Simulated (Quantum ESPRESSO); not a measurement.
Pb: phonons at H under several settings

```xyz
1
Lattice="-1.9797 1.9797 1.9797 1.9797 -1.9797 1.9797 1.9797 1.9797 -1.9797" Properties=species:S:1:pos:R:3 pbc="T T T"
Pb    0.0000    0.0000    0.0000
```

This isn't the form of Pb at room conditions, which is fcc.

All runs used Quantum ESPRESSO 7.5; k mesh 6 × 6 × 6; relaxed cell; no spin polarisation; cutoff 612 eV; occupations cold, width 0.2 eV.

```csv
level,potentials,volume (Å³/atom),frequencies (cm⁻¹)
LDA,GBRV 1.5 LDA,28.50,66 66 66
PBE,GBRV 1.5 PBE,31.47,61 61 61
PBEsol,GBRV 1.5 PBEsol,29.44,66 66 66
BLYP,GBRV 1.5 PBE,?,?
revPBE,GBRV 1.5 PBE,32.40,58 58 58
WC,GBRV 1.5 PBE,29.55,66 66 66
vdW-DF-cx,GBRV 1.5 PBE,29.57,69 69 69
```

Task: What stands in the row left open?

Result: Volume 34.33 Å³/atom; frequencies 50 50 50 cm⁻¹.

Caveats: all runs use coarse meshes; the mesh is thin for the phonons of a metal; the potentials were made for another functional, which shifts forces and pressure (some runs).

For the row left open. Caveat: the k mesh is coarse (spacing up to 0.37 Å⁻¹), so the values aren't converged; the mesh is thin for the phonons of a metal; the potentials were made for another functional, which shifts forces and pressure.
